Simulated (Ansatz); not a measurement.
# BeTe (F-43m) in Ansatz: further runs

One crystal, BeTe, is run at these levels: revPBE+D3(BJ), revPBE+D4, PBEsol+D3(BJ); tasks: relaxation of cell and atoms.

All numbers are computed with Ansatz 0.2.0; they aren't measurements. Logs are shortened: lines on timing, memory, paths and dates and some standing lists are left out, and cuts for length are marked.

## (1) The structure

The structure is cubic, space group F-43m (No. 216). Conventional cell: a = 5.540 Å, b = 5.540 Å, c = 5.540 Å, α = 90.00°, β = 90.00°, γ = 90.00°. Around Te (site symmetry -43m) lie 4 Be at 2.40 Å. Be (site symmetry -43m) has 4 Te at 2.40 Å as nearest neighbours.

## (2) Relaxation of cell and atoms, revPBE+D3(BJ)

input.yaml

```yaml
crystal:
  lattice:
    - [0.0, 2.77, 2.77]
    - [2.77, 0.0, 2.77]
    - [2.77, 2.77, 0.0]
  atoms:
    - { symbol: Te, position: [0.75, 0.75, 0.75] }
    - { symbol: Be, position: [0.0, 0.0, 0.0] }
hamiltonian:
  xc: revpbe
  pseudopotentials: { kind: paw }
  dispersion: d3bj
kpoints:
  mp_grid: { grid: [8, 8, 8] }
scf:
  occupations: { method: fermi_dirac, width: 0.05 }
output:
  forces: true
  stress: true
  write_density: true
  write_potential: true
  elf: true
  volumetric_format: npy
relax:
  f_tol: 0.01
  max_steps: 40
  cell: { stress_tol: 0.05 }
```

Potentials or basis: Ansatz PAW.

Started as:

```console
ansatz run input.yaml --threads 2 --pin off --max-ram 5632MiB --backend cpu --events-out ev --progress --plain --runs-dir out
```

The program printed:

```text
Warning: RAYON_NUM_THREADS=2 ignored (pool sized by the plan → 2); use --threads N
Engine: ansatz 0.2.0, x86_64-unknown-linux-gnu
Pseudopotentials: kind: paw
Pseudopotential: Te, paw, valence charge 16, recommended cutoff 420 eV (normal), Te.paw.azcp
Pseudopotential: Be, paw, valence charge 2, recommended cutoff 420 eV (normal), Be.paw.azcp
Functional definition: revPBE
  parameter kappa = 1.245
  parameter beta = 0.06672455060314922
  exchange = pbe_x(kappa = kappa, mu = beta*pi^2/3)
  correlation = pbe_c(beta = beta)
Crystal: 2 atoms, lattice volume = 42.508 Å³
Basis set: ecut = 420 eV, 869 PW (Γ), exchange–correlation on 54×54×54 points (8 copies of the dense FFT grid, shifted against one another)
Bands: 13, of which v1, the nominal top of the filled ones, is band 9 counted from 1 (8 counted from 0)
Symmetry: 24 space group operations
Space group: F-43m (ITA 216), of the structure as read, at distance tolerance 3.5e-5 Å
k-points: 29 of 512 (time reversal used)
Non-local potential: Te, projectors of the file, l = 0: 2, l = 1: 2, l = 2: 2, l = 3: 2
Non-local potential: Be, projectors of the file, l = 0: 2, l = 1: 2, l = 2: 1
PAW form: soft (Blöchl's): semilocal exchange-correlation on the pseudo side does not see the compensation charge
PAW frozen core: Te, regenerated for the run's functional, and the local potential with it (the file was generated under x = pbe(κ = 0.804, μ = 0.2195149727645171), c = pbe(β = 0.06672455060314922))
PAW frozen core: Be, regenerated for the run's functional, and the local potential with it (the file was generated under x = pbe(κ = 0.804, μ = 0.2195149727645171), c = pbe(β = 0.06672455060314922))
PAW one-centre angular grid: Te, 590 points (default); XC on 64 Gauss nodes
PAW one-centre angular grid: Be, 110 points (default); XC on 64 Gauss nodes
Initial density: superposition of atomic densities (neutral atoms: chi_scale 0, normalization atom), corrected by the library's trained network
Initial wavefunctions: pseudopotential atomic-orbital guess
Functional: x = revpbe(κ = 1.245, μ = 0.2195149727645171), c = pbe(β = 0.06672455060314922)
SCF iter   1: F=—  HF=-7081.759285 eV  |F-HF|=—  |Δ(HF+E_count)|=         —  Δρ=1.43e-3  dr2=7.80e-4  ethr=1.77e-3  ⟨swp⟩=6.2  Hψ=2368  notcnv=0
preconditioner: auto → none  [insulator: Δε(μ)=1.921 eV  Ē_g=10.598 eV  σ=0.050 eV  W_gap=1.00  n_scr=14 (ndim 8)  ℏωp=16.1 eV  f_vac=0.007  D(μ)=0.00/eV (n_scr^D=0)  ε∞_Penn≈3.3]
SCF iter   2: F=—  HF=-7081.759207 eV  |F-HF|=—  |Δ(HF+E_count)|=   7.76e-5  Δρ=7.22e-4  dr2=2.71e-4  ethr=4.33e-6  ⟨swp⟩=2.2  Hψ=890  notcnv=0
SCF iter   3: F=—  HF=-7081.759159 eV  |F-HF|=—  |Δ(HF+E_count)|=   4.79e-5  Δρ=3.86e-4  dr2=4.14e-5  ethr=1.50e-6  ⟨swp⟩=2.6  Hψ=650  notcnv=0
SCF iter   4: F=—  HF=-7081.759243 eV  |F-HF|=—  |Δ(HF+E_count)|=   8.37e-5  Δρ=1.21e-4  dr2=9.74e-6  ethr=2.30e-7  ⟨swp⟩=2.0  Hψ=638  notcnv=0
SCF iter   5: F=—  HF=-7081.759239 eV  |F-HF|=—  |Δ(HF+E_count)|=   3.91e-6  Δρ=4.59e-5  dr2=1.43e-6  ethr=5.41e-8  ⟨swp⟩=2.4  Hψ=639  notcnv=0
SCF iter   6: F=-7081.759238 eV  HF=-7081.759238 eV  |F-HF|=6.68e-8  |Δ(HF+E_count)|=   6.08e-7  Δρ=9.94e-6  dr2=6.00e-8  ethr=5.56e-10  ⟨swp⟩=7.0  Hψ=2373  notcnv=0
SCF 1 converged in 6 iterations: F = -7081.759238 eV  dr2 = 6.00e-8
relax step   1: F+E_penalty+E_count = -7081.75923826 eV  Δ(F+E_penalty+E_count) = +0.000e0 eV  max|allowed force component| = 1.203e-16 eV/Å  Δτ_max = 0.0000 Å  P = +0.069 GPa  Ω = 42.508 Å³  (6 SCF iters, dr2 threshold 1.00e-7 eV, accepted)
Crystal: 2 atoms, lattice volume = 42.567 Å³
Initial density: handed on by an earlier stage of this run
Initial wavefunctions: those handed on with the density
iter 1 solved again at ethr=5.17e-8 eV; its pass at ethr=3.10e-3 eV (dr2=9.31e-6 eV) is discarded
SCF iter   1: F=—  HF=-7081.759202 eV  |F-HF|=—  |Δ(HF+E_count)|=         —  Δρ=1.05e-4  dr2=9.09e-6  ethr=5.17e-8  ⟨swp⟩=2.0  Hψ=2728  notcnv=0
preconditioner: auto → none  [insulator: Δε(μ)=1.930 eV  Ē_g=10.590 eV  σ=0.050 eV  W_gap=1.00  n_scr=14 (ndim 8)  ℏωp=16.1 eV  f_vac=0.009  D(μ)=0.00/eV (n_scr^D=0)  ε∞_Penn≈3.3]
SCF iter   2: F=—  HF=-7081.759238 eV  |F-HF|=—  |Δ(HF+E_count)|=   3.51e-5  Δρ=2.23e-5  dr2=4.14e-7  ethr=5.05e-8  ⟨swp⟩=2.0  Hψ=460  notcnv=0
SCF iter   3: F=—  HF=-7081.759238 eV  |F-HF|=—  |Δ(HF+E_count)|=   6.73e-9  Δρ=7.95e-6  dr2=3.96e-8  ethr=2.30e-9  ⟨swp⟩=2.3  Hψ=556  notcnv=0
SCF iter   4: F=-7081.759238 eV  HF=-7081.759238 eV  |F-HF|=2.74e-9  |Δ(HF+E_count)|=   2.16e-8  Δρ=2.05e-6  dr2=1.97e-9  ethr=6.56e-11  ⟨swp⟩=7.9  Hψ=1894  notcnv=0
SCF 2 converged in 4 iterations: F = -7081.759238 eV  dr2 = 1.97e-9
relax step   2: F+E_penalty+E_count = -7081.75923760 eV  Δ(F+E_penalty+E_count) = +6.589e-7 eV  max|allowed force component| = 5.956e-17 eV/Å  Δτ_max = 0.0000 Å  P = -0.021 GPa  Ω = 42.567 Å³  energy of the carried Pulay correction = -9.403e-6 eV  (4 SCF iters, dr2 threshold 1.18e-8 eV, accepted)
Initial wavefunctions: pseudopotential atomic-orbital guess (no wavefunctions were taken with the density)
iter 1 solved again at ethr=1.51e-6 eV; its pass at ethr=3.10e-3 eV (dr2=2.72e-4 eV) is discarded
SCF iter   1: F=—  HF=-7081.759200 eV  |F-HF|=—  |Δ(HF+E_count)|=         —  Δρ=2.85e-6  dr2=3.55e-9  ethr=1.51e-6  ⟨swp⟩=2.2  Hψ=3244  notcnv=0
eigensolver tolerance schedule: the retry pair's looser diagonalisation over-reported the residual by 76705.28 of it (diagonalisation noise at an unbounded share of the residual, at the tolerance the schedule requests for it); recorded, not acted on — ethr = c·dr2/N_el stays at c = 1.0e-1
preconditioner: auto → none  [insulator: Δε(μ)=1.929 eV  Ē_g=10.590 eV  σ=0.050 eV  W_gap=1.00  n_scr=14 (ndim 8)  ℏωp=16.1 eV  f_vac=0.009  D(μ)=0.00/eV (n_scr^D=0)  ε∞_Penn≈3.3]
SCF iter   2: F=—  HF=-7081.759238 eV  |F-HF|=—  |Δ(HF+E_count)|=   3.80e-5  Δρ=1.90e-6  dr2=1.00e-9  ethr=1.97e-11  ⟨swp⟩=3.9  Hψ=816  notcnv=0
SCF iter   3: F=—  HF=-7081.759238 eV  |F-HF|=—  |Δ(HF+E_count)|=  6.82e-10  Δρ=1.06e-6  dr2=3.31e-10  ethr=5.56e-12  ⟨swp⟩=2.2  Hψ=450  notcnv=0
SCF iter   4: F=—  HF=-7081.759238 eV  |F-HF|=—  |Δ(HF+E_count)|=  5.51e-10  Δρ=2.71e-7  dr2=2.91e-11  ethr=1.84e-12  ⟨swp⟩=2.0  Hψ=493  notcnv=0
SCF iter   5: F=-7081.759238 eV  HF=-7081.759238 eV  |F-HF|=0.00e0  |Δ(HF+E_count)|=  5.46e-12  Δρ=1.28e-7  dr2=4.11e-12  ethr=1.00e-12  ⟨swp⟩=6.6  Hψ=1739  notcnv=0
SCF 3 converged in 5 iterations: F = -7081.759238 eV  dr2 = 4.11e-12
relax step   3: F+E_penalty+E_count = -7081.75923761 eV  Δ(F+E_penalty+E_count) = -6.803e-10 eV  max|allowed force component| = 4.568e-17 eV/Å  Δτ_max = 0.0000 Å  P = -0.021 GPa  Ω = 42.567 Å³  stress off target by 2.09e-2 GPa  SCF on the basis re-selected at this cell (its energy is not comparable with the rows above)  (5 SCF iters)
basis re-selected at this cell: Δ(F+E_penalty+E_count) = -6.803e-10 eV, ΔP = +0.000 GPa vs the last step (what re-selecting the basis moved, of the pressure what is left beyond the Pulay correction that the steps carried, after the strain that the cell walked since its last selection, with what the two solves' SCF thresholds leave and, on support functions, any second-order correction that the steps lacked; it is no measure of the basis error at this ecutwfc). This SCF's stress stands 2.09e-2 GPa from its target on what of the cell is left free (relax.cell.stress_tol is 5.00e-2 GPa) and its largest allowed force component is 4.57e-17 eV/Å (relax.f_tol is 1.00e-2 eV/Å): within both
SCF converged after 5 iterations
Free energy (F): -7081.759238 eV
Harris-Foulkes:  -7081.759238 eV  (|F-HF|=0.00e0)
Internal energy: -7081.759238 eV  (E = F + TS)
E sigma→0 (E₀):  -7081.759238 eV
Fermi energy:    9.106705 eV
--- Per-component energies (eV) ---
  E_band       = -257.407024
  E_kinetic    = 200.921123
  E_local      = -1327.617446  (includes V_loc(G=0)·N_el)
  E_nonlocal   = -305.744603
  E_hartree    = 841.021255
  E_xc         = -144.027334
  E_vxc        = -124.723183  (∫ρ·V_xc dr)
  E_paw        = -4729.743156  (= ΣΔE_a)
  E_vpaw       = -382.285248  (= ΣTr[D̂ρ^β])
  E_aug_tail   = -0.000213  (compensation charges beyond the density's cutoff)
  E_ewald      = -1615.163983
  E_disp       = -1.371136  (pairwise vdW)
  E_core_change = -0.033744  (= ΣΔE_core)
  E_smearing   = -0.000000  (= −TS)
  E_closure    = -0.000000  (closes the sum)
  Σ components = -7081.759238   (vs F -7081.759238, Δ=0.00e0)
--- Forces (eV/Å), atoms counted from 1 ---
  atom   1  Te     0.00000000     0.00000000     0.00000000
  atom   2  Be     0.00000000     0.00000000     0.00000000
  max |Σ_I F_I| component: 1.31e-16 eV/Å
--- Stress (GPa, compression-positive) ---
       -0.020901      -0.000000      -0.000000
       -0.000000      -0.020901       0.000000
       -0.000000       0.000000      -0.020901
  P = ⅓ Tr σ = -0.0209 GPa (-0.209 kbar)
--- Band table (eV; the first three rows and the last of 29) ---
  k-point 0: bands = ["-28.2092", "-28.2092", "-28.2092", "-28.1939", "-28.1939", "-4.4689", "8.1426", "8.1426", "8.1426", "11.7521", "11.7521", "11.7521", "12.3960"]
  k-point 1: bands = ["-28.2089", "-28.2086", "-28.2086", "-28.1938", "-28.1938", "-4.3107", "6.7738", "7.8871", "7.8871", "11.8105", "12.1209", "12.1209", "13.6021"]
  k-point 2: bands = ["-28.2080", "-28.2073", "-28.2073", "-28.1935", "-28.1935", "-3.8716", "4.6695", "7.4173", "7.4173", "11.6185", "12.6766", "12.6766", "15.4980"]
  k-point 28: bands = ["-28.2064", "-28.2057", "-28.2011", "-28.1949", "-28.1920", "-2.4201", "3.3419", "4.2081", "4.7211", "13.5251", "13.7341", "13.8656", "14.5517"]
--- Relaxed structure (2 steps of the walk, 2 accepted, 1 SCFs on fresh bases) ---
  F+E_penalty+E_count = -7081.75923761 eV   max|allowed force component| = 4.568e-17 eV/Å   (the final SCF, on the basis selected at the relaxed cell)
  cell:  # Å, volume = 42.5673 Å³
    - [2.5476860164477947e-35, 2.771289350760794, 2.771289350760794]
    - [2.771289350760794, 4.1017744864809494e-33, 2.771289350760794]
    - [2.771289350760794, 2.771289350760794, 4.0762976263164714e-33]
  atoms:
    - { symbol: Te, position: [0.75, 0.75, 0.75] }
    - { symbol: Be, position: [6.851420454987684e-34, -6.938330651034039e-34, -7.894342807543948e-34] }
```

Wall time 6.4 s (2 threads of Intel Xeon at 2.50GHz (Skylake/Cascade Lake), shared host); peak memory 0.36 GiB.

What came out:

```
Free energy                            : -7081.7592 eV
Relaxed volume                         : 21.28 Å³/atom
Relaxed cell                           : a = 3.919 Å, b = 3.919 Å, c = 3.919 Å, α = 60.00°, β = 60.00°, γ = 60.00°
Space group after relaxing (to 0.05 Å) : F-43m (No. 216)
Energy gained by relaxing              : 0.0 meV/atom
Ionic steps                            : 3
Pressure after relaxing                : 0.0 GPa
Band gap on the k mesh                 : 1.93 eV, indirect (least direct gap 3.61 eV)
```

Final structure:
```yaml
crystal:
  lattice:
    - [0.00000, 2.77129, 2.77129]
    - [2.77129, 0.00000, 2.77129]
    - [2.77129, 2.77129, 0.00000]
  atoms:
    - { symbol: Te, position: [0.75000, 0.75000, 0.75000] }
    - { symbol: Be, position: [0.00000, 0.00000, 0.00000] }
```

Caveat: the plane-wave basis is chosen anew once the cell has moved, so the energies of steps on either side of that aren't comparable; spin-orbit coupling is left out, which moves the levels of the heavy elements; the PAW data sets come from PBE, with cores solved anew for the run's functional, which leaves a small shift of forces and pressure.

## (3) Relaxation of cell and atoms, revPBE+D4

input.yaml: that of step 2 with these lines changed.

```diff
@@ -11,3 +11,3 @@
   pseudopotentials: { kind: paw }
-  dispersion: d3bj
+  dispersion: d4
 kpoints:
@@ -19,6 +19,2 @@
   stress: true
-  write_density: true
-  write_potential: true
-  elf: true
-  volumetric_format: npy
 relax:
```

Potentials or basis: Ansatz PAW.

Started as:

```console
ansatz run input.yaml --threads 2 --pin off --max-ram 5632MiB --backend cpu --events-out ev --progress --plain --runs-dir out
```

Wall time 8.7 s (2 threads of Intel Xeon at 2.50GHz (Skylake/Cascade Lake), shared host); peak memory 0.35 GiB.

The run converged. Its results:

- Free energy: -7081.5282 eV
- Relaxed volume: 21.68 Å³/atom
- Relaxed cell: a = 3.943 Å, b = 3.943 Å, c = 3.943 Å, α = 60.00°, β = 60.00°, γ = 60.00°
- Space group after relaxing (to 0.05 Å): F-43m (No. 216)
- Energy gained by relaxing: 1.6 meV/atom
- Ionic steps: 4
- Pressure after relaxing: 0.0 GPa
- Band gap on the k mesh: 1.98 eV

The path:
```csv
step,energy change (eV),largest force (eV/Å),volume (Å³)
1,0.0000,0.0000,42.51
2,-0.0028,0.0000,43.61
3,-0.0031,0.0000,43.35
4,-0.0032,0.0000,43.35
```

Final structure:
```
CELL_PARAMETERS angstrom
0.00000 2.78824 2.78824
2.78824 0.00000 2.78824
2.78824 2.78824 0.00000
ATOMIC_POSITIONS crystal
Te 0.75000 0.75000 0.75000
Be 0.00000 0.00000 0.00000
```

Caveat: the plane-wave basis is chosen anew once the cell has moved, so the energies of steps on either side of that aren't comparable; spin-orbit coupling is left out, which moves the levels of the heavy elements; the PAW data sets come from PBE, with cores solved anew for the run's functional, which leaves a small shift of forces and pressure. A k mesh can miss the band edges.

## (4) Relaxation of cell and atoms, PBEsol+D3(BJ)

input.yaml: that of step 3 with these lines changed.

```diff
@@ -9,5 +9,5 @@
 hamiltonian:
-  xc: revpbe
+  xc: pbesol
   pseudopotentials: { kind: paw }
-  dispersion: d4
+  dispersion: d3bj
 kpoints:
@@ -19,2 +19,6 @@
   stress: true
+  write_density: true
+  write_potential: true
+  elf: true
+  volumetric_format: npy
 relax:
```

Started as:

```console
ansatz run input.yaml --threads 2 --pin off --max-ram 5632MiB --backend cpu --events-out ev --progress --plain --runs-dir out
```

It took 6.1 s on 2 threads of Intel Xeon at 2.50GHz (Skylake/Cascade Lake), shared host; peak memory 0.36 GiB.

It converged, with:

- Free energy: -6993.1909 eV
- Relaxed volume: 21.19 Å³/atom
- Relaxed cell: a = 3.914 Å, b = 3.914 Å, c = 3.914 Å, α = 60.00°, β = 60.00°, γ = 60.00°
- Space group after relaxing (to 0.05 Å): F-43m (No. 216)
- Energy gained by relaxing: 0.0 meV/atom
- Ionic steps: 3
- Pressure after relaxing: 0.0 GPa
- Band gap on the k mesh: 1.74 eV, indirect (least direct gap 3.57 eV)

Final structure:
```yaml
crystal:
  lattice:
    - [0.00000, 2.76734, 2.76734]
    - [2.76734, 0.00000, 2.76734]
    - [2.76734, 2.76734, 0.00000]
  atoms:
    - { symbol: Te, position: [0.75000, 0.75000, 0.75000] }
    - { symbol: Be, position: [0.00000, 0.00000, 0.00000] }
```

Levels at points of the mesh, in eV from the valence-band top:
| k point | band 5 | band 6 | band 7 | band 8 | band 9 | band 10 | band 11 | band 12 | band 13 |
| --- | --- | --- | --- | --- | --- | --- | --- | --- | --- |
| (0.00, 0.00, 0.00) | -36.27 | -12.69 | 0.00 | 0.00 | 0.00 | 3.57 | 3.57 | 3.57 | 4.11 |
| (0.00, 0.00, -0.50) | -36.27 | -11.21 | -5.90 | -1.22 | -1.22 | 3.19 | 4.56 | 4.56 | 7.65 |
| (0.00, -0.50, -0.50) | -36.27 | -10.67 | -5.40 | -2.85 | -2.85 | 1.74 | 2.56 | 10.08 | 10.08 |

Caveat: the plane-wave basis is chosen anew once the cell has moved, so the energies of steps on either side of that aren't comparable; spin-orbit coupling is left out, which moves the levels of the heavy elements; the PAW data sets come from PBE, with cores solved anew for the run's functional, which leaves a small shift of forces and pressure. Expect the measured gap to be larger: semilocal functionals such as PBEsol lack the derivative discontinuity.

## (5) The runs side by side

```tsv
level	gap on the mesh (eV)	pressure (GPa)	relaxed volume (Å³/atom)
revPBE+D3(BJ)	1.93	0.0	21.28
revPBE+D4	1.98	0.0	21.68
PBEsol+D3(BJ)	1.74	0.0	21.19
```

Alike in all rows: task relaxation of cell and atoms; potentials or basis Ansatz PAW; no spin polarisation; cell relaxed; k mesh 8 × 8 × 8; cutoff (eV) 420; smearing fermi-dirac 0.05 eV.

Caveats: the plane-wave basis is chosen anew once the cell has moved, so the energies of steps on either side of that aren't comparable; spin-orbit coupling is left out, which moves the levels of the heavy elements; the PAW data sets come from PBE, with cores solved anew for the run's functional, which leaves a small shift of forces and pressure.

Total energies depend on the potentials used, so only differences within one code and one set of settings carry meaning.
